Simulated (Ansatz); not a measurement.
# GaN: the order of phases at one pressure

Aim: bring GaN in several structures (rocksalt, CsCl, zincblende, wurtzite, NiAs) to one pressure and rank them by enthalpy. The pressure is set by scaling the first phase. The runs shown use LAPW. Companion runs by PAW are cited.

Computed with Ansatz 0.2.0 (DFT, PBE, all-electron LAPW, scalar-relativistic, unless a step's input says otherwise).

## Step 1: The system as given

The structure is cubic, space group Fm-3m (No. 225). Conventional cell: a = 3.785 Å, b = 3.785 Å, c = 3.785 Å, α = 90.00°, β = 90.00°, γ = 90.00°. Ga (site symmetry m-3m) has 6 N at 1.89 Å as nearest neighbours. N (site symmetry m-3m) has 6 Ga at 1.89 Å as nearest neighbours.

Structure file:

```
CELL_PARAMETERS angstrom
0.00000 1.89256 1.89256
1.89256 0.00000 1.89256
1.89256 1.89256 0.00000
ATOMIC_POSITIONS crystal
Ga 0.00000 0.00000 0.00000
N 0.50000 0.50000 0.50000
```

Atoms are numbered in the order of the input: Ga1, N2.

## Step 2: Rocksalt relaxed under pressure, LAPW

input.yaml

```yaml
crystal:
  lattice:
    - [0.0, 1.8925555937, 1.8925555937]
    - [1.8925555937, 0.0, 1.8925555937]
    - [1.8925555937, 1.8925555937, 0.0]
  atoms:
    - { symbol: Ga, position: [0.0, 0.0, 0.0] }
    - { symbol: "N", position: [0.5, 0.5, 0.5] }
kpoints:
  mp_grid: { grid: [17, 17, 17] }
scf:
  occupations: { method: fermi_dirac, width: 0.1 }
hamiltonian:
  xc: pbe
  pseudopotentials: { kind: all_electron, lapw: { basis_error: 0.0005 } }
output:
  forces: true
  stress: true
  eigenvalues: true
relax:
  f_tol: 0.005
  max_steps: 12
  cell: { p_target: 170.0, stress_tol: 0.085 }
```

The run is started by

```console
$ ansatz run input.yaml --threads 1 --pin off --max-ram 3584MiB --backend cpu --events-out ev --progress --plain --runs-dir out
```

Output, cut to the lines that bear on the results:

```text
[...]
LAPW: plane waves up to 11.658 Å⁻¹, error target 5.0e-4 eV per atom; small_component_spin mean_spin; N in spheres of 0.802 Å, 7 of its electrons in bands, Dirac shells []; Ga in spheres of 1.034 Å, 21 of its electrons in bands, Dirac shells []
[...]
Pseudopotentials: kind: all_electron
Pseudopotential: Ga, LAPW, valence charge 21, Koelling and Harmon's equation, gaussian nucleus
Pseudopotential: N, LAPW, valence charge 7, Koelling and Harmon's equation, gaussian nucleus
Functional definition: PBE
[...]
Crystal: 2 atoms, lattice volume = 13.557 Å³
Basis set: ecut = 517.8155400817615 eV, 339 PW (Γ), exchange–correlation at level 2
Bands: 18, of which v1, the nominal top of the filled ones, is band 14 counted from 1 (13 counted from 0)
Symmetry: 48 space group operations
Space group: Fm-3m (ITA 225), of the structure as read, at distance tolerance 2.4e-5 Å
k-points: 165 of 4913
[...]
SCF iter   1: F=—  HF=-54390.061374 eV  |F-HF|=—  |Δ(HF+E_count)|=         —  Δρ=1.99e-1  dr2=4.99e0  ethr=1.78e-2  ⟨swp⟩=2.0  Hψ=19234  notcnv=0
[...]
the basis was enlarged: its passes take 173.8 KiB over the memory plan, 1 of 1 planned eigensolver slots
[...]
relax step   1: F+E_penalty+E_count = -54387.66869599 eV  Δ(F+E_penalty+E_count) = +0.000e0 eV  max|allowed force component| = 2.945e-29 eV/Å  Δτ_max = 0.0000 Å  P = +169.765 GPa  Ω = 13.557 Å³  (7 SCF iters, accepted)
[...]
SCF converged after 2 iterations
Free energy (F): -54387.665506 eV
[...]
E sigma→0 (E₀):  -54387.665506 eV
Fermi energy:    24.772451 eV
[...]
--- Forces (eV/Å), atoms counted from 1 ---
  atom   1  Ga    -0.00000000    -0.00000000     0.00000000
  atom   2  N      0.00000000     0.00000000    -0.00000000
[...]
--- Stress (GPa, compression-positive) ---
      169.951540      -0.000000      -0.000000
       -0.000000     169.951540      -0.000000
       -0.000000      -0.000000     169.951540
  P = ⅓ Tr σ = 169.9515 GPa (1699.515 kbar)
--- Band table (eV; the first three rows and the last of 165) ---
  k-point 0: bands = ["-351.5026", "-119.7217", "-70.4828", "-70.4828", "-70.4828", "1.8368", "8.6928", "8.6928", "8.6928", "8.9139", "8.9139", "22.0223", "22.0223", "22.0223", "29.7873", "39.6721", "39.6721", "39.6721"]
[...]
--- Relaxed structure (2 steps of the walk, 2 accepted, 1 SCFs on fresh bases) ---
  F+E_penalty+E_count = -54387.66550554 eV   max|allowed force component| = 1.512e-30 eV/Å   (the final SCF, on the basis selected at the relaxed cell)
  cell:  # Å, volume = 13.5544 Å³
    - [-1.6321113542868685e-35, 1.8924155514799803, 1.8924155514799803]
    - [1.8924155514799803, -1.1146126321959102e-35, 1.8924155514799803]
    - [1.8924155514799803, 1.8924155514799803, -1.4728809782588812e-35]
  atoms:
    - { symbol: Ga, position: [-3.4782430627230926e-36, 2.881972823399134e-36, 1.6231800959374432e-36] }
    - { symbol: N, position: [0.5, 0.5, 0.5] }
```

It took 39 s on 1 thread of Intel Xeon Platinum 8488C (Sapphire Rapids), shared host; peak memory 0.59 GiB.

Step by step:

| step | energy from step 1 (eV/cell) | largest force component (eV/Å) | pressure (GPa) | volume (Å³) |
| --- | --- | --- | --- | --- |
| 1 | 0.0000 | 0.0000 | 169.77 | 13.56 |
| 2 | 0.0032 | 0.0000 | 169.95 | 13.55 |
| 3 | 0.0032 | 0.0000 | 169.95 | 13.55 |

Step 1 is the start. Step 3 repeats the geometry before on a plane-wave basis chosen anew for that cell, so the energy can jump there without any move; the table keeps such jumps.

| input's cell | before | after | change |
| --- | --- | --- | --- |
| a (Å) | 2.676 | 2.676 | -0.0 % |
| b (Å) | 2.676 | 2.676 | -0.0 % |
| c (Å) | 2.676 | 2.676 | -0.0 % |
| volume (Å³/atom) | 6.78 | 6.78 | -0.0 % |

Read from it: pressure 169.95 GPa; gap on the k mesh 3.10 eV (an odd mesh misses the zone boundary).

## Step 3: CsCl relaxed under pressure, LAPW

input.yaml, as its differences from that of step 2:

```diff
@@ -2,5 +2,5 @@
   lattice:
-    - [0.0, 1.8925555937, 1.8925555937]
-    - [1.8925555937, 0.0, 1.8925555937]
-    - [1.8925555937, 1.8925555937, 0.0]
+    - [2.3772065759, 0.0, 0.0]
+    - [0.0, 2.3772065759, 0.0]
+    - [0.0, 0.0, 2.3772065759]
   atoms:
@@ -9,3 +9,3 @@
 kpoints:
-  mp_grid: { grid: [17, 17, 17] }
+  mp_grid: { grid: [16, 16, 16] }
 scf:
```

The run is started by

```console
$ ansatz run input.yaml --threads 1 --pin off --max-ram 3584MiB --backend cpu --events-out ev --progress --plain --runs-dir out
```

Output, cut to the lines that bear on the results:

```text
[...]
LAPW: plane waves up to 10.665 Å⁻¹, error target 5.0e-4 eV per atom; small_component_spin mean_spin; N in spheres of 0.881 Å, 7 of its electrons in bands, Dirac shells []; Ga in spheres of 1.116 Å, 21 of its electrons in bands, Dirac shells []
[...]
[... 4 set-up lines as earlier in the session ...]
[...]
Crystal: 2 atoms, lattice volume = 13.434 Å³
Basis set: ecut = 433.368070596715 eV, 257 PW (Γ), exchange–correlation at level 2
Bands: 18, of which v1, the nominal top of the filled ones, is band 14 counted from 1 (13 counted from 0)
[... 1 set-up line as earlier in the session ...]
Space group: Pm-3m (ITA 221), of the structure as read, at distance tolerance 2.4e-5 Å
k-points: 165 of 4096
[...]
--- Stress (GPa, compression-positive) ---
      170.052306       0.000000       0.000000
        0.000000     170.052306      -0.000000
        0.000000      -0.000000     170.052306
  P = ⅓ Tr σ = 170.0523 GPa (1700.523 kbar)
--- Band table (eV; the first three rows and the last of 165) ---
  k-point 0: bands = ["-351.1114", "-120.1193", "-70.8553", "-70.8553", "-70.8553", "2.2834", "7.6656", "7.6656", "9.0306", "9.0306", "9.0306", "22.2838", "22.2838", "22.2838", "27.0889", "35.4761", "35.4761", "44.6559"]
[...]
--- Relaxed structure (2 steps of the walk, 2 accepted, 1 SCFs on fresh bases) ---
  F+E_penalty+E_count = -54385.08350871 eV   max|allowed force component| = 3.944e-31 eV/Å   (the final SCF, on the basis selected at the relaxed cell)
  cell:  # Å, volume = 13.4371 Å³
    - [2.377400284257706, -1.4419397370086724e-36, 0.0]
    - [-1.4419397370086724e-36, 2.377400284257706, 2.5077212817542132e-37]
    - [0.0, 2.5077212817542132e-37, 2.377400284257706]
  atoms:
    - { symbol: Ga, position: [0.0, 0.0, 2.109805102490768e-37] }
    - { symbol: N, position: [0.5, 0.5, 0.5] }
```

Wall time 35 s (1 thread of Intel Xeon Platinum 8488C (Sapphire Rapids), shared host); peak memory 0.56 GiB.

Step by step:

| step | energy from step 1 (eV/cell) | largest force component (eV/Å) | pressure (GPa) | volume (Å³) |
| --- | --- | --- | --- | --- |
| 1 | 0.0000 | 0.0000 | 170.25 | 13.43 |
| 2 | -0.0035 | 0.0000 | 170.05 | 13.44 |
| 3 | -0.0035 | 0.0000 | 170.05 | 13.44 |

Step 1 is the start. Step 3 repeats the geometry before on a plane-wave basis chosen anew for that cell, so the energy can jump there without any move; the table keeps such jumps.

| input's cell | before | after | change |
| --- | --- | --- | --- |
| a (Å) | 2.377 | 2.377 | +0.0 % |
| b (Å) | 2.377 | 2.377 | +0.0 % |
| c (Å) | 2.377 | 2.377 | +0.0 % |
| volume (Å³/atom) | 6.72 | 6.72 | +0.0 % |

Read from it: pressure 170.05 GPa; no gap.

## Step 4: Zincblende relaxed under pressure, LAPW

input.yaml

```yaml
crystal:
  lattice:
    - [0.0, 1.9841004894, 1.9841004894]
    - [1.9841004894, 0.0, 1.9841004894]
    - [1.9841004894, 1.9841004894, 0.0]
  atoms:
    - { symbol: Ga, position: [0.0, 0.0, 0.0] }
    - { symbol: "N", position: [0.25, 0.25, 0.25] }
kpoints:
  mp_grid: { grid: [17, 17, 17] }
scf:
  occupations: { method: fermi_dirac, width: 0.1 }
hamiltonian:
  xc: pbe
  pseudopotentials: { kind: all_electron, lapw: { basis_error: 0.0005 } }
output:
  forces: true
  stress: true
  eigenvalues: true
relax:
  f_tol: 0.005
  max_steps: 12
  cell: { p_target: 170.0, stress_tol: 0.085 }
```

The run is started by

```console
$ ansatz run input.yaml --threads 1 --pin off --max-ram 3584MiB --backend cpu --events-out ev --progress --plain --runs-dir out
```

Output:

```text
The last accepted step is kept in <dir> (removed where the run ends without a failure and the disk answers)
LAPW: plane waves up to 12.890 Å⁻¹, error target 5.0e-4 eV per atom; small_component_spin mean_spin; N in spheres of 0.719 Å, 7 of its electrons in bands, Dirac shells []; Ga in spheres of 0.947 Å, 21 of its electrons in bands, Dirac shells []
Engine: ansatz 0.2.0
[... 4 set-up lines as earlier in the session ...]
  parameter kappa = 0.804
  parameter beta = 0.06672455060314922
  exchange = pbe_x(kappa = kappa, mu = beta*pi^2/3)
  correlation = pbe_c(beta = beta)
Crystal: 2 atoms, lattice volume = 15.621 Å³
Basis set: ecut = 633.0515621796303 eV, 537 PW (Γ), exchange–correlation at level 2
Bands: 18, of which v1, the nominal top of the filled ones, is band 14 counted from 1 (13 counted from 0)
Symmetry: 24 space group operations
Space group: F-43m (ITA 216), of the structure as read, at distance tolerance 2.5e-5 Å
k-points: 165 of 4913 (time reversal used)
Non-local potential: Ga, projectors of the file, none
Non-local potential: N, projectors of the file, none
Initial density: superposition of atomic densities (chi_scale 0.1, normalization cell, long waves kept (reshape's long-wave potential 0.00 eV rms))
Initial wavefunctions: plane waves of lowest kinetic energy (no species holds an atomic orbital)
Functional: x = pbe(κ = 0.804, μ = 0.2195149727645171), c = pbe(β = 0.06672455060314922)
iter 1 solved again at ethr=2.54e-2 eV; its pass at ethr=1.00e-1 eV (dr2=7.12e0 eV) is discarded
SCF iter   1: F=—  HF=-54390.890614 eV  |F-HF|=—  |Δ(HF+E_count)|=         —  Δρ=2.15e-1  dr2=7.12e0  ethr=2.54e-2  ⟨swp⟩=2.0  Hψ=19369  notcnv=0
preconditioner: auto → none  [insulator: Δε(μ)=5.519 eV  Ē_g=21.851 eV  σ=0.100 eV  W_gap=1.00  n_scr=8 (ndim 8)  ℏωp=39.9 eV  f_vac=0.000  D(μ)=0.00/eV (n_scr^D=0)  ε∞_Penn≈4.3]
iter 2 solved again at ethr=9.15e-4 eV; its pass at ethr=2.54e-2 eV (dr2=2.56e-1 eV) is discarded
SCF iter   2: F=—  HF=-54388.177899 eV  |F-HF|=—  |Δ(HF+E_count)|=    2.71e0  Δρ=5.54e-2  dr2=2.57e-1  ethr=9.15e-4  ⟨swp⟩=2.0  Hψ=15392  notcnv=0
SCF iter   3: F=—  HF=-54387.954257 eV  |F-HF|=—  |Δ(HF+E_count)|=         —  Δρ=1.81e-2  dr2=2.65e-2  ethr=9.15e-4  ⟨swp⟩=3.0  Hψ=9009  notcnv=0
the basis was enlarged: its passes take 300.0 KiB over the memory plan, 1 of 1 planned eigensolver slots
SCF iter   4: F=—  HF=-54387.950960 eV  |F-HF|=—  |Δ(HF+E_count)|=   3.30e-3  Δρ=7.45e-3  dr2=4.52e-3  ethr=9.47e-5  ⟨swp⟩=2.0  Hψ=7590  notcnv=0
SCF iter   5: F=—  HF=-54387.950443 eV  |F-HF|=—  |Δ(HF+E_count)|=   5.18e-4  Δρ=4.55e-4  dr2=1.68e-5  ethr=1.61e-5  ⟨swp⟩=2.0  Hψ=7658  notcnv=0
SCF iter   6: F=—  HF=-54387.950458 eV  |F-HF|=—  |Δ(HF+E_count)|=   1.51e-5  Δρ=1.97e-4  dr2=1.82e-6  ethr=6.01e-8  ⟨swp⟩=3.0  Hψ=8448  notcnv=0
SCF iter   7: F=-54387.950457 eV  HF=-54387.950457 eV  |F-HF|=1.88e-8  |Δ(HF+E_count)|=   8.43e-7  Δρ=2.44e-5  dr2=3.27e-8  ethr=6.51e-9  ⟨swp⟩=3.0  Hψ=8086  notcnv=0
SCF 1 converged in 7 iterations: F = -54387.950457 eV  dr2 = 3.27e-8
relax step   1: F+E_penalty+E_count = -54387.95045700 eV  Δ(F+E_penalty+E_count) = +0.000e0 eV  max|allowed force component| = 1.758e-16 eV/Å  Δτ_max = 0.0000 Å  P = +169.543 GPa  Ω = 15.621 Å³  (7 SCF iters, accepted)
Crystal: 2 atoms, lattice volume = 15.613 Å³
Basis set: ecut = 633.2709901135089 eV, 537 PW (Γ), exchange–correlation at level 2
Initial density: handed on by an earlier stage of this run
Initial wavefunctions: those handed on with the density
iter 1 solved again at ethr=1.33e-9 eV; its pass at ethr=1.00e-1 eV (dr2=3.72e-7 eV) is discarded
SCF iter   1: F=—  HF=-54387.941856 eV  |F-HF|=—  |Δ(HF+E_count)|=         —  Δρ=6.18e-5  dr2=5.80e-7  ethr=1.33e-9  ⟨swp⟩=4.1  Hψ=15743  notcnv=0
preconditioner: auto → none  [insulator: Δε(μ)=3.427 eV  Ē_g=22.279 eV  σ=0.100 eV  W_gap=1.00  n_scr=8 (ndim 8)  ℏωp=39.9 eV  f_vac=0.004  D(μ)=0.00/eV (n_scr^D=0)  ε∞_Penn≈4.2]
iter 2 solved again at ethr=6.93e-11 eV; its pass at ethr=1.33e-9 eV (dr2=1.94e-8 eV) is discarded
SCF iter   2: F=-54387.941856 eV  HF=-54387.941856 eV  |F-HF|=2.01e-8  |Δ(HF+E_count)|=   1.19e-7  Δρ=1.84e-5  dr2=1.94e-8  ethr=6.93e-11  ⟨swp⟩=2.0  Hψ=14203  notcnv=0
SCF 2 converged in 2 iterations: F = -54387.941856 eV  dr2 = 1.94e-8
relax step   2: F+E_penalty+E_count = -54387.94185598 eV  Δ(F+E_penalty+E_count) = +8.601e-3 eV  max|allowed force component| = 1.850e-16 eV/Å  Δτ_max = 0.0000 Å  P = +169.944 GPa  Ω = 15.613 Å³  (2 SCF iters, accepted)
iter 1 solved again at ethr=6.94e-11 eV; its pass at ethr=1.00e-1 eV (dr2=1.94e-8 eV) is discarded
SCF iter   1: F=—  HF=-54387.941856 eV  |F-HF|=—  |Δ(HF+E_count)|=         —  Δρ=1.84e-5  dr2=1.94e-8  ethr=6.94e-11  ⟨swp⟩=3.0  Hψ=13304  notcnv=0
preconditioner: auto → none  [insulator: Δε(μ)=3.426 eV  Ē_g=22.280 eV  σ=0.100 eV  W_gap=1.00  n_scr=8 (ndim 8)  ℏωp=39.9 eV  f_vac=0.004  D(μ)=0.00/eV (n_scr^D=0)  ε∞_Penn≈4.2]
SCF iter   2: F=-54387.941856 eV  HF=-54387.941856 eV  |F-HF|=1.47e-9  |Δ(HF+E_count)|=   7.73e-9  Δρ=9.18e-6  dr2=8.68e-9  ethr=6.94e-11  ⟨swp⟩=3.0  Hψ=8279  notcnv=0
SCF 3 converged in 2 iterations: F = -54387.941856 eV  dr2 = 8.68e-9
relax step   3: F+E_penalty+E_count = -54387.94185601 eV  Δ(F+E_penalty+E_count) = -2.727e-8 eV  max|allowed force component| = 1.850e-16 eV/Å  Δτ_max = 0.0000 Å  P = +169.938 GPa  Ω = 15.613 Å³  stress off target by 6.16e-2 GPa  SCF on the basis re-selected at this cell (its energy is not comparable with the rows above)  (2 SCF iters)
basis re-selected at this cell: Δ(F+E_penalty+E_count) = -2.727e-8 eV, ΔP = -0.006 GPa vs the last step (what re-selecting the basis moved, after the strain that the cell walked since its last selection, with what the two solves' SCF thresholds leave and, on support functions, any second-order correction that the steps lacked; it is no measure of the basis error at this ecutwfc). This SCF's stress stands 6.16e-2 GPa from its target on what of the cell is left free (relax.cell.stress_tol is 8.50e-2 GPa) and its largest allowed force component is 1.85e-16 eV/Å (relax.f_tol is 5.00e-3 eV/Å): within both
SCF converged after 2 iterations
Free energy (F): -54387.941856 eV
Harris-Foulkes:  -54387.941856 eV  (|F-HF|=1.47e-9)
Internal energy: -54387.941856 eV  (E = F + TS)
E sigma→0 (E₀):  -54387.941856 eV
Fermi energy:    21.174453 eV
--- Per-component energies (eV) ---
  E_band       = -1252.091693
  E_kinetic    = 55473.025475
  E_xc         = -2257.563467
  E_electrostatic = -107603.403864  (all electrons and nuclei)
  E_smearing   = -0.000000  (= −TS)
  E_closure    = 0.000000  (closes the sum)
  E_atoms      = -54378.687074  (free atoms, spherical and without spin; not in F)
  Σ components = -54387.941856   (vs F -54387.941856, Δ=0.00e0)
  Basis errors (estimates in eV, not in F): energy 2.3e-4 per atom: plane waves 2.1e-4 (1.3e-4 summed), levels above the bands 5.9e-58, relativity 3.3e-8, radial functions 2.3e-5, core shells 2.8e-8; eigenvalues (radial functions only) 5.2e-7; not estimated: angular momenta, meshes, grids; target (lapw.basis_error) 5.0e-4; muffin-tin radii N 0.719 Å, Ga 0.947 Å
--- Forces (eV/Å), atoms counted from 1 ---
  atom   1  Ga    -0.00000000     0.00000000     0.00000000
  atom   2  N      0.00000000    -0.00000000    -0.00000000
  max |Σ_I F_I| component: 7.40e-17 eV/Å
--- Stress (GPa, compression-positive) ---
      169.938374       0.000000      -0.000000
        0.000000     169.938374      -0.000000
       -0.000000      -0.000000     169.938374
  P = ⅓ Tr σ = 169.9384 GPa (1699.384 kbar)
--- Band table (eV; the first three rows and the last of 165) ---
  k-point 0: bands = ["-355.3079", "-123.0957", "-73.8580", "-73.8580", "-73.8580", "-0.6503", "4.6799", "4.6799", "4.6799", "5.6184", "5.6184", "19.4080", "19.4080", "19.4080", "23.5134", "32.1722", "32.1722", "32.1722"]
  k-point 1: bands = ["-355.3079", "-123.0957", "-73.8584", "-73.8581", "-73.8581", "-0.5823", "4.6828", "4.6929", "4.6929", "5.6162", "5.6162", "18.9954", "19.3462", "19.3462", "23.7794", "31.9661", "32.2699", "32.2699"]
  k-point 2: bands = ["-355.3079", "-123.0956", "-73.8595", "-73.8583", "-73.8583", "-0.3840", "4.6993", "4.7291", "4.7291", "5.6115", "5.6115", "17.9685", "19.1739", "19.1739", "24.3783", "31.4672", "32.5055", "32.5055"]
  k-point 164: bands = ["-355.3079", "-123.0945", "-73.8665", "-73.8654", "-73.8627", "1.9639", "4.9140", "5.2014", "5.5851", "5.6422", "8.2769", "11.8035", "13.2649", "14.0318", "26.2545", "31.7003", "31.9886", "33.1675"]
--- Relaxed structure (2 steps of the walk, 2 accepted, 1 SCFs on fresh bases) ---
  F+E_penalty+E_count = -54387.94185601 eV   max|allowed force component| = 1.850e-16 eV/Å   (the final SCF, on the basis selected at the relaxed cell)
  cell:  # Å, volume = 15.6133 Å³
    - [1.4330733842518844e-35, 1.9837567149354172, 1.9837567149354172]
    - [1.9837567149354172, -1.464919459457482e-34, 1.9837567149354172]
    - [1.9837567149354172, 1.9837567149354172, -1.4489964218546833e-34]
  atoms:
    - { symbol: Ga, position: [5.712865983394201e-35, -6.319542017028984e-35, -5.813978655666665e-35] }
    - { symbol: N, position: [0.25000000000000006, 0.25000000000000006, 0.25000000000000006] }
```

Run time: 88 s. Hardware: 1 thread of Intel Xeon Platinum 8488C (Sapphire Rapids), shared host; peak memory 0.62 GiB.

Step by step:

| step | energy from step 1 (eV/cell) | largest force component (eV/Å) | pressure (GPa) | volume (Å³) |
| --- | --- | --- | --- | --- |
| 1 | 0.0000 | 0.0000 | 169.54 | 15.62 |
| 2 | 0.0086 | 0.0000 | 169.94 | 15.61 |
| 3 | 0.0086 | 0.0000 | 169.94 | 15.61 |

Step 1 is the start. Step 3 repeats the geometry before on a plane-wave basis chosen anew for that cell, so the energy can jump there without any move; the table keeps such jumps.

| input's cell | before | after | change |
| --- | --- | --- | --- |
| a (Å) | 2.806 | 2.805 | -0.0 % |
| b (Å) | 2.806 | 2.805 | -0.0 % |
| c (Å) | 2.806 | 2.805 | -0.0 % |
| volume (Å³/atom) | 7.81 | 7.81 | -0.1 % |

Read from it: pressure 169.94 GPa; gap on the k mesh 3.43 eV (an odd mesh misses the zone boundary).

[end of part 1 of 2]
